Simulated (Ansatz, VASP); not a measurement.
One calculation of In, two programs

```
In
1.0
    -1.69375    1.69375    2.39485
     1.69375   -1.69375    2.39485
     1.69375    1.69375   -2.39485
In
1
Direct
  0.00000 0.00000 0.00000
```

Alike in both runs: functional PBE; k mesh 18 × 18 × 18; occupations gaussian, width 0.1 eV; no spin polarisation.

Ansatz relaxed the structure, and its values are those at the end. VASP's run is a single point on that final structure, the one shown.

|  | VASP | Ansatz |
| --- | --- | --- |
| version | VASP 6.6.1 | Ansatz 0.2.0 |
| potentials or method | VASP PAW PBE potentials, release 64 (In_d) | scalar-relativistic, plane waves, PAW |
| plane-wave cutoff (eV) | 520 | 420 |
| valence electrons in the cell | 13 | 13 |

```csv
,VASP,Ansatz,Ansatz less VASP
gap on the k mesh at the Fermi level (eV),none,none,-
pressure (GPa),0.0,0.0,+0.03
```

A gap of «none» marks a metal or a gap that the smearing closes. With one functional, cell and mesh, what is left measures potentials, basis and numerics.
